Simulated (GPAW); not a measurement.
A run of GPAW 26.7.0:

The input run.py:

```python
from ase.dft.bandgap import bandgap
from ase.io import read, write
from ase.units import GPa
from gpaw import GPAW, PW

atoms = read('POSCAR')

calc = GPAW(mode=PW(800),
            xc='PBE',
            kpts={'size': (10, 10, 5), 'gamma': True},
            occupations={'name': 'fermi-dirac', 'width': 0.05},
            nbands=33,
            convergence={'density': 1e-05, 'energy': 1e-05},
            maxiter=150,
            txt='gpaw.txt')
atoms.calc = calc
energy = atoms.get_potential_energy()
forces = atoms.get_forces()
stress = atoms.get_stress()
calc.write('gs.gpw')
write('result.traj', atoms)
print(f'Energy: {energy:.6f} eV')
print('Forces (eV/A):')
print(forces.round(4))
print('Stress (GPa):', (stress / GPa).round(3))
print('Fermi level:', round(calc.get_fermi_level(), 4), 'eV')
print(f'Gap: {bandgap(calc)[0]:.4f} eV, direct: {bandgap(calc, direct=True)[0]:.4f} eV')
```

File POSCAR:

```
CuO
1.0
    2.3418500000     -1.7113000000      0.0000000000
    2.3418500000      1.7113000000      0.0000000000
   -0.8500274268      0.0000000000      5.0578693947
Cu O
2 2
Direct
    0.5063060000     -0.0089130000      0.5000460000
   -0.0030500000      0.5118650000      0.0077660000
    0.4125810000      0.5821750000      0.7543040000
    0.5793590000      0.4093460000      0.2516240000
```

Potentials or basis: GPAW PAW data sets (gpaw-data 1.2.1), pw.

Launch:

```sh
$ OMP_NUM_THREADS=1 python run.py
```

Hardware: 1 thread of Arm Neoverse V2 (shared host).

**Question.** Estimate the wall time of this run.

**Answer.** Run time: 4.9 min on 1 thread of Arm Neoverse V2 (shared host), peak memory 0.55 GiB. Counts: scf iterations 13, plane waves 2099, bands 33, k points 252.
